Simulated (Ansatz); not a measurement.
Method: Ansatz 0.2.0, DFT PBE, scalar-relativistic, plane waves, PAW. Settings: cutoff 420 eV, Γ-centred meshes spaced at most about 0.3 Å⁻¹ (2π included), Gaussian smearing. No spin polarisation.

Each guess is relaxed in cell and atoms at zero pressure, on a coarse mesh first where it starts far from rest and then on a converged one. The steps can't lower the symmetry of the start, but it can rise. Energies are static (0 K, no zero-point motion).

This guess for NaI isn't its lowest structure:

```xyz
4
Lattice="5.1350 0.0000 0.0000 -2.5675 4.4470 0.0000 0.0000 0.0000 8.4487" Properties=species:S:1:pos:R:3 pbc="T T T"
Na    0.0000    2.9647    3.1525
Na    2.5675    1.4823    7.3768
I     0.0000    2.9647    0.0000
I     2.5675    1.4823    4.2243
```

Problem. Where does the relaxation end?

Solution. P6_3mc at 48.2 Å³/atom → P6_3mc (wurtzite type) at 45.8 Å³/atom. Conventional cell: a = 5.151 Å, c = 7.973 Å. Na is surrounded by 4 I at 3.10–3.11 Å; I has 4 Na at 3.10–3.11 Å.

```
Na I
1.0
     5.15075    0.00000    0.00000
    -2.57538    4.46068    0.00000
     0.00000    0.00000    7.97323
Na I
2 2
Cartesian
  0.0000 2.9738 3.0426
  2.5754 1.4869 7.0293
  0.0000 2.9738 7.9057
  2.5754 1.4869 3.9191
```

Problem. How far does this end lie above the lowest form of NaI relaxed in the same way, and what is that form?

Solution. It lies 43 meV/atom above the lowest of the 8 forms computed, a structure that the Crystallography Open Database (COD) lists, of the rock salt type. Space group Fm-3m (No. 225), cubic, a = 6.528 Å. Na is surrounded by 6 I at 3.26 Å; I has 6 Na at 3.26 Å. That form has 34.8 Å³/atom and a gap of 3.58 eV on its mesh; the guess's end has 3.70 eV. Counting I atoms around Na (those within 1.25 times the shortest such distance or 1.15 times the sum of covalent radii, 1.27 where that leaves under three), the guess's end has Na 4 and the lowest form has Na 6.

Spin–orbit coupling, which can matter for I, is left out. Kohn–Sham gaps at this level usually fall short of measured ones. The missing spin–orbit coupling can work the other way here. Some types were kept out of the candidates beforehand, so the set may lack a known form.
